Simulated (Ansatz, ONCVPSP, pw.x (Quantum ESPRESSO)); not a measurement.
Si (diamond): variants of one ONCV potential in the solid

ONCVPSP 4.0.1 input, shortened (lines: element, Z, core and valence counts, functional; n l f; lmax; l rc ep ncon nbas qcut; lloc lpopt rc5 dvloc0; l nproj debl; icmod fcfact rcfact), PBEsol, scalar-relativistic:

```
  Si 14.00    3    2  -116133      upf
    1    0    2.00
    2    0    2.00
    2    1    6.00
    3    0    2.00
    3    1    2.00
    2
    0    1.65    0.00    4    9    3.80
    1    2.20    0.00    4    8    3.10
    2    2.05    0.10    4    8    4.40
    4    5    1.30    1.00
    0    2    2.70
    1    1    3.70
    2    2    3.70
    2    0.75    0.95
```

Crystal test: diamond Si in pw.x 7.5, no spin, 9³ k-points, Fermi–Dirac smearing 0.01 Ry, cutoffs set for each file from its atomic test. The reference is all-electron LAPW (Ansatz 0.2.0) with the same functional, mesh and smearing; V0 and B0 come from Birch–Murnaghan fits to the pressures at five volumes. Errors are pseudo minus all-electron; Δ is the rms difference of the E(V) curves that follow from these fits, minima aligned, over ±6 % about the mean V0. Mesh and smearing are coarse, so the numbers serve the comparison and aren't converged zero-temperature values; the lattice is a test structure that the element need not adopt.

All-electron: a0 = 5.432 Å (V0 = 20.04 Å³/atom), B0 = 93.4 GPa.

| change | cutoffs (Ry) | pw.x | a0 (Å) | a0 error (%) | B0 error (%) | Δ (meV/atom) | mean pressure error (GPa) |
| --- | --- | --- | --- | --- | --- | --- | --- |
| base | 95/380 | converged | 5.418 | -0.25 | +0.4 | 3.1 | -0.72 |
| p: ncon 5, nbas 9 | 95/380 | converged | 5.417 | -0.27 | +0.4 | 3.3 | -0.76 |
| local potential polynomial inside 1.30 bohr (lpopt 5, dvloc0 9 Ha) | 95/380 | converged | 5.425 | -0.13 | -0.1 | 1.6 | -0.37 |
| local potential polynomial inside 1.00 bohr (lpopt 5, dvloc0 1 Ha) | 95/380 | converged | 5.417 | -0.27 | +0.5 | 3.3 | -0.76 |
| d: rc 1.42 | 95/380 | converged | 5.421 | -0.21 | +0.3 | 2.6 | -0.60 |

Question: Give the row for: all radii but the core radius scaled by about 1.15 (s 1.90, p 2.52, d 2.36 bohr); local potential polynomial inside 1.50 bohr (lpopt 5, dvloc0 1 Ha).

Answer: pw.x: converged; mean pressure error (GPa): -0.61; a0 (Å): 5.420; a0 error (%): -0.21; B0 error (%): +0.2; Δ (meV/atom): 2.6.
